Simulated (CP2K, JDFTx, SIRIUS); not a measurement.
**Zr: 3 runs at one level of theory**

```
Zr
1.0
     3.23200    0.00000    0.00000
    -1.61600    2.79899    0.00000
     0.00000    0.00000    5.14700
Zr
2
Direct
  0.66667 0.33333 0.75000
  0.33333 0.66667 0.25000
```

Alike in all runs: task single point; functional RPBE; k mesh 9 × 9 × 5; occupations fermi-dirac, width 0.05 eV; no spin polarisation; no spin-orbit coupling. Pressure is positive in compression and, in plane waves, holds the error of the finite cutoff.

```csv
program and potentials,plane-wave cutoff (eV),notes,pressure (GPa)
"JDFTx, PseudoDojo-SR-PBE-0.5-standard with smoothed tails",898,potentials made for PBE,2.76
"SIRIUS, PseudoDojo 0.4.1 PBE standard (scalar relativistic)",915,potentials made for PBE,?
"CP2K, POTENTIAL_UZH Zr GTH-PBE-q12; TZVP-MOLOPT-PBE-GTH basis",-,atomic basis; potentials made for PBE,3.31
```

**Question.** Estimate from the other rows what the run with SIRIUS, PseudoDojo 0.4.1 PBE standard (scalar relativistic) gave.

**Answer.** Pressure 2.77 GPa. The other rows, which needn't bracket it: pressure 2.76 to 3.31.
